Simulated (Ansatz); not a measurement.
# GaP: the cost of one run

Program: Ansatz 0.2.0. G0W0, plane waves. The values are computed, spin-unpolarised, and not measurements.

### Step 1. The cell

The cell was relaxed beforehand with r2SCAN.

Space group F-43m (No. 216), cubic; conventional cell a = 5.451 Å, 20.24 Å³ an atom. Near Ga stand 4 P at 2.36 Å; near P stand 4 Ga at 2.36 Å.

Structure file:

```
Ga P
1.0
     0.00000    2.72541    2.72541
     2.72541    0.00000    2.72541
     2.72541    2.72541    0.00000
Ga P
1 1
Direct
  0.00000 0.00000 0.00000
  0.25000 0.25000 0.25000
```

### Step 2. 65 empty bands, 80 eV

Input file input.yaml:

```yaml
crystal:
  lattice:
    - [0.0, 2.7254102062, 2.7254102062]
    - [2.7254102062, 0.0, 2.7254102062]
    - [2.7254102062, 2.7254102062, 0.0]
  atoms:
    - { symbol: Ga, position: [0.0, 0.0, 0.0] }
    - { symbol: P, position: [0.25, 0.25, 0.25] }
kpoints:
  mp_grid: { grid: [4, 4, 4] }
hamiltonian:
  xc: pbe
scf:
  occupations: { method: fixed }
gw:
  n_empty_bands: 65
  ecut_chi: 80
  qp_bands: [v2, c2]
  qp_kpoints: band_edges
  screening: { model: contour_deformation }
```

Command:

```console
> ansatz run input.yaml --threads 2 --pin off --max-ram 3686MiB --backend cpu --events-out ev --progress --plain --runs-dir out
```

Q: Estimate wall time and peak memory on 2 threads of Arm Neoverse V2, shared host.

About 4.3 s, with a peak of 0.29 GiB.
